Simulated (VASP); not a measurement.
# Nb (Im-3m) in VASP: relaxation of cell and atoms with PBE

Aim: the relaxation of cell and atoms of Nb with PBE.

Everything below comes from runs of VASP 6.6.1. Logs are shortened: lines on timing, memory, paths and dates and some standing lists are left out, and cuts for length are marked.

## (1) The structure

The structure is cubic, space group Im-3m (No. 229). Conventional cell: a = 3.307 Å, b = 3.307 Å, c = 3.307 Å, α = 90.00°, β = 90.00°, γ = 90.00°. Nb (site symmetry m-3m) is surrounded by 8 Nb at 2.86 Å.

## (2) Relaxation of cell and atoms, PBE

The input, INCAR:

```
ALGO     = Normal         # electronic algorithm
EDIFF    = 1E-7           # SCF threshold, eV
EDIFFG   = -0.005         # ionic threshold
ENCUT    = 600            # plane-wave cutoff, eV
GGA      = PE             # functional
IBRION   = 2              # ionic algorithm
ISIF     = 3              # what is computed and relaxed
ISMEAR   = 1              # smearing method
LASPH    = T              # aspherical terms in the spheres
LCHARG   = F              # write CHGCAR
LREAL    = F              # projectors in reciprocal space
LWAVE    = F              # write WAVECAR
NELM     = 80             # most SCF steps
NSW      = 90             # ionic steps
PREC     = Accurate       # precision mode
SIGMA    = 0.1            # smearing width, eV
```

The input, KPOINTS:

```
k-points
0
Gamma
  16 16 16
```

The input, POSCAR:

```
Nb                                      
1.0
   -1.6533075005      1.6533075005      1.6533075005
    1.6533075005     -1.6533075005      1.6533075005
    1.6533075005      1.6533075005     -1.6533075005
  Nb            
     1
Direct
     0.0000000000000000    0.0000000000000000    0.0000000000000000
```

Potentials or basis: VASP PAW PBE potentials, release 64 (Nb_sv).

Launch:

```console
$ cat potpaw_PBE.64/Nb_sv/POTCAR > POTCAR
$ mpirun -np 1 vasp_std > vasp.out
```

OUTCAR:

```text
EDIFF = 1E-7
   EDIFFG = -0.005
   ENCUT = 600
   GGA = PE
   IBRION = 2
   ISIF = 3
   ISMEAR = 1
   LASPH = T
   LREAL = F
   NELM = 80
   NSW = 90
   PREC = Accurate

 ion  position               nearest neighbor table
   1  0.000  0.000  0.000-

  LATTYP: Found a body centered cubic cell.
 ALAT       =     3.3066150010

  Lattice vectors:

 A1 = (  -1.6533075005,   1.6533075005,   1.6533075005)
 A2 = (   1.6533075005,  -1.6533075005,   1.6533075005)
 A3 = (   1.6533075005,   1.6533075005,  -1.6533075005)

Analysis of symmetry for initial positions (statically):
=====================================================================
 Subroutine PRICEL returns:
 Original cell was already a primitive cell.

 Routine SETGRP: Setting up the symmetry group for a
 body centered cubic supercell.

 Subroutine GETGRP returns: Found 48 space group operations
 (whereof 48 operations were pure point group operations)
 out of a pool of 48 trial point group operations.

The static configuration has the point symmetry O_h .

Analysis of symmetry for dynamics (positions and initial velocities):
=====================================================================
 Subroutine PRICEL returns:
 Original cell was already a primitive cell.

 Routine SETGRP: Setting up the symmetry group for a
 body centered cubic supercell.

 Subroutine GETGRP returns: Found 48 space group operations
 (whereof 48 operations were pure point group operations)
 out of a pool of 48 trial point group operations.

The dynamic configuration has the point symmetry O_h .

 Subroutine INISYM returns: Found 48 space group operations
 (whereof 48 operations are pure point group operations),
 and found     1 'primitive' translations

----------------------------------------------------------------------------------------

                                     Primitive cell

  volume of cell :      18.0768

  direct lattice vectors                    reciprocal lattice vectors
    -1.653307500  1.653307500  1.653307500     0.000000000  0.302424080  0.302424080
     1.653307500 -1.653307500  1.653307500     0.302424080  0.000000000  0.302424080
     1.653307500  1.653307500 -1.653307500     0.302424080  0.302424080  0.000000000

  length of vectors
     2.863612591  2.863612591  2.863612591     0.427692236  0.427692236  0.427692236

  position of ions in fractional coordinates (direct lattice)
     0.000000000  0.000000000  0.000000000

  ion indices of the primitive-cell ions
   primitive index   ion index
                 1           1

----------------------------------------------------------------------------------------

 KPOINTS: k-points

Automatic generation of k-mesh.
 Grid dimensions read from file:
 generate k-points for:   16   16   16

 Generating k-lattice:

  Cartesian coordinates                     Fractional coordinates (reciprocal lattice)
     0.000000000  0.018901505  0.018901505     0.062500000  0.000000000  0.000000000
     0.018901505  0.000000000  0.018901505     0.000000000  0.062500000  0.000000000
     0.018901505  0.018901505  0.000000000     0.000000000  0.000000000  0.062500000

  Length of vectors
     0.026730765  0.026730765  0.026730765

  Shift w.r.t. Gamma in fractional coordinates (k-lattice)
     0.000000000  0.000000000  0.000000000

 Subroutine IBZKPT returns following result:
 ===========================================

 Found    145 irreducible k-points:

 Following reciprocal coordinates:
            Coordinates               Weight
  0.000000  0.000000  0.000000      1.000000
  0.062500  0.000000  0.000000     12.000000
  0.125000  0.000000  0.000000     12.000000
  0.187500  0.000000  0.000000     12.000000
  0.250000  0.000000  0.000000     12.000000
  0.312500  0.000000  0.000000     12.000000
[... 16 lines left out ...]
  0.187500  0.187500  0.000000     24.000000
  0.250000  0.187500  0.000000     48.000000
 [... further k-points ...]
   k-points           NKPTS =    145   k-points in BZ     NKDIM =    145   number of bands    NBANDS=     10
   number of dos      NEDOS =    301   number of ions     NIONS =      1
   total plane-waves  NPLWV =  13824
   dimension x,y,z NGX =    24 NGY =   24 NGZ =   24
   dimension x,y,z NGXF=    48 NGYF=   48 NGZF=   48
   ions per type =               1
   NGX,Y,Z   is equivalent  to a cutoff of  13.93, 13.93, 13.93 a.u.
   NGXF,Y,Z  is equivalent  to a cutoff of  27.87, 27.87, 27.87 a.u.
 SYSTEM =  unknown system
   PREC   = accura    normal or accurate (medium, high low for compatibility)
   ISTART =      0    job   : 0-new  1-cont  2-samecut
   ICHARG =      2    charge: 1-file 2-atom 10-const
   ISPIN  =      1    spin polarized calculation?
   LNONCOLLINEAR =      F non collinear calculations
   LSORBIT =      F    spin-orbit coupling
   LASPH  =      T    aspherical Exc in radial PAW
   ENCUT  =  600.0 eV  44.10 Ry    6.64 a.u.   5.72  5.72  5.72*2*pi/ulx,y,z
   NELM   =     80;   NELMIN=  2; NELMDL= -5     # of ELM steps
   EDIFF  = 0.1E-06   stopping-criterion for ELM
   LREAL  =      F    real-space projection
   EDIFFG = -.5E-02   stopping-criterion for IOM
   NSW    =     90    number of steps for IOM
   IBRION =      2    ionic relax: 0-MD 1-quasi-New 2-CG
   NFREE  =      1    steps in history (QN), initial steepest desc. (CG)
   ISIF   =      3    stress and relaxation
   ISYM   =      2    0-nonsym 1-usesym 2-fastsym
   POTIM  = 0.5000    time-step for ionic-motion
   TEBEG  =    0.0;   TEEND  =   0.0 temperature during run
   PSTRESS=    0.0 pullay stress
   NELECT =      13.0000    total number of electrons
   NUPDOWN=      -1.0000    fix difference up-down
   EMIN   =  10.00;   EMAX   =-10.00  energy-range for DOS
   EFERMI =   0.00;   METHOD = LEGACY
   ISMEAR =     1;   SIGMA  =   0.10  broadening in eV -4-tet -1-fermi 0-gaus
   EFERMI_NEDOS =   21; number of points for ismear=-14 and -15
   IALGO  =     38    algorithm
   IMIX   =      4    mixing-type and parameters
     AMIX     =   0.40;   BMIX     =  1.00
     AMIX_MAG =   1.60;   BMIX_MAG =  1.00
  volume/ion in A,a.u.               =      18.08       121.99
  Fermi-wavevector in a.u.,A,eV,Ry     =   1.466726  2.771710 29.270010  2.151285
  Thomas-Fermi vector in A             =   2.582429
   LORBIT       =      0    0 simple, 1 ext, 2 COOP (PROOUT), +10 PAW based schemes
   GGA     = PE    functional components
   LHFCALC =     F    Hartree Fock is set to
   AEXX    =    0.0000 exact exchange contribution
   IVDW    =     0    specifies the selected vdW correction
   LEPSILON=     F    determine dielectric tensor
   LRPA    =     F    only Hartree local field effects (RPA)
 conjugate gradient relaxation of ions
 non-spin polarized calculation
 Methfessel and Paxton  Order N= 1 SIGMA  =   0.10
  energy-cutoff  :      600.00
  volume of cell :       18.08
 maximum number of plane-waves:       622
   NGX = 11   NGY = 11   NGZ = 11

 number of electron      13.0000000 magnetization

 Free energy of the ion-electron system (eV)
  ---------------------------------------------------
  ext. energy  EPLUGINS =         0.00000000
  ---------------------------------------------------
  free energy    TOTEN  =       -10.21733533 eV

  energy without entropy =      -10.21666303  energy(sigma->0) =      -10.21711123

 E-fermi :  11.1375     XC(G=0): -12.4809

 val. band max:       11.1330931186   @ k =  -0.3125   0.3125   0.0625
 cond. band min:      11.1425232523   @ k =  -0.1250   0.1875   0.0625
 fundamental gap:      0.0094301338
 Fermi energy:        11.1375029252

 k-point     1 :       0.0000    0.0000    0.0000
  band No.  band energies     occupation
      1     -43.2406      2.00000
      2     -18.5457      2.00000
      3     -18.5457      2.00000
      4     -18.5457      2.00000
      5       5.1885      2.00000
      6      11.4984     -0.00000
      7      11.4984     -0.00000
      8      11.4984     -0.00000
      9      14.3957      0.00000
     10      14.3957      0.00000

 k-point     2 :       0.0625    0.0000    0.0000
  band No.  band energies     occupation
      1     -43.2316      2.00000
      2     -18.6008      2.00000
      3     -18.5624      2.00000
      4     -18.5462      2.00000
      5       5.3496      2.00000
      6      11.3992     -0.00135
      7      11.4749     -0.00002
      8      11.6521     -0.00000
      9      14.2427      0.00000
     10      14.3959      0.00000

 k-point     3 :       0.1250    0.0000    0.0000
  band No.  band energies     occupation
      1     -43.2059      2.00000
      2     -18.7557      2.00000
      3     -18.6098      2.00000
      4     -18.5475      2.00000
      5       5.8056      2.00000
      6      11.1305      1.11790
      7      11.3704     -0.00480
      8      12.1057     -0.00000
      9      13.9453      0.00000
     10      14.4067      0.00000

 k-point     4 :       0.1875    0.0000    0.0000
  band No.  band energies     occupation
      1     -43.1671      2.00000
      2     -18.9823      2.00000
      3     -18.6799      2.00000
      4     -18.5494      2.00000
      5       6.4636      2.00000
      6      10.7613      2.00000
      7      11.1609      0.61618
      8      12.8367     -0.00000
      9      13.7920      0.00000
     10      14.4504      0.00000
[... 222 lines left out ...]
 k-point    22 :       0.4375    0.1250    0.0000
  band No.  band energies     occupation
      1     -42.9900      2.00000
      2     -19.8222      2.00000
      3     -19.0386      2.00000
      4     -18.6285      2.00000
      5       7.8528      2.00000
      6       9.5952      2.00000
      7      12.3109     -0.00000
      8      14.2639      0.00000
      9      15.4906      0.00000
     10      18.3421      0.00000

 k-point    23 :       0.1875    0.1875    0.0000
  band No.  band energies     occupation
      1     -43.0638      2.00000
      2     -19.4647      2.00000
      3     -18.8681      2.00000
      4     -18.6441      2.00000
      5       8.1092      2.00000
      6      10.0753      2.00000
      7      10.4757      2.00000
      8      13.6030      0.00000
      9      15.0434      0.00000
     10      15.6961      0.00000

 k-point    24 :       0.2500    0.1875    0.0000
  band No.  band energies     occupation
      1     -43.0271      2.00000
      2     -19.5985      2.00000
      3     -18.9800      2.00000
      4     -18.6620      2.00000
      5       8.4114      2.00000
      6       9.8509      2.00000
      7      10.7014      2.00000
      8      13.8271      0.00000
      9      15.1594      0.00000
     10      17.0213      0.00000

 [... further k-points ...]
[... 5 lines left out ...]
  --------------------------------------------------------------------------------------
  -------------------------------------------------------------------------------------
  Total       -0.0031365     -0.0031365     -0.0031365      0.0000000      0.0000000     -0.0000000
  in kB       -0.2779915     -0.2779915     -0.2779915      0.0000000      0.0000000     -0.0000000
  external PRESSURE =      -0.2779915 kB  Pullay stress =       0.0000000 kB

 VOLUME and BASIS-vectors are now :
 -----------------------------------------------------------------------------
  energy-cutoff  :      600.00
  volume of cell :       18.08
      direct lattice vectors                 reciprocal lattice vectors
    -1.653307500  1.653307500  1.653307500     0.000000000  0.302424080  0.302424080
     1.653307500 -1.653307500  1.653307500     0.302424080  0.000000000  0.302424080
     1.653307500  1.653307500 -1.653307500     0.302424080  0.302424080  0.000000000

 POSITION                                       TOTAL-FORCE (eV/Angst)
 -----------------------------------------------------------------------------------
      0.00000      0.00000      0.00000         0.000000     -0.000000     -0.000000
 -----------------------------------------------------------------------------------
    total drift:                               -0.000000      0.000000     -0.000000

  FREE ENERGIE OF THE ION-ELECTRON SYSTEM (eV)
  ---------------------------------------------------
  free  energy   TOTEN  =       -10.2173353272 eV

  energy  without entropy=      -10.2166630299  energy(sigma->0) =      -10.21711123

 reached required accuracy - stopping structural energy minimisation
```

Run time: 11 s. Hardware: 1 thread of Intel Xeon 6975P-C (Granite Rapids), shared host; peak memory 0.16 GiB.

Results:

- Free energy: -10.2173 eV
- Pressure after relaxing: 0.0 GPa
- Band gap on the k mesh: none (metal or under the smearing width)

Final structure:
```xyz
1
Lattice="-1.6533 1.6533 1.6533 1.6533 -1.6533 1.6533 1.6533 1.6533 -1.6533" Properties=species:S:1:pos:R:3 pbc="T T T"
Nb    0.0000    0.0000    0.0000
```

Caveat: the relaxation stopped at its first step, so nothing moved.
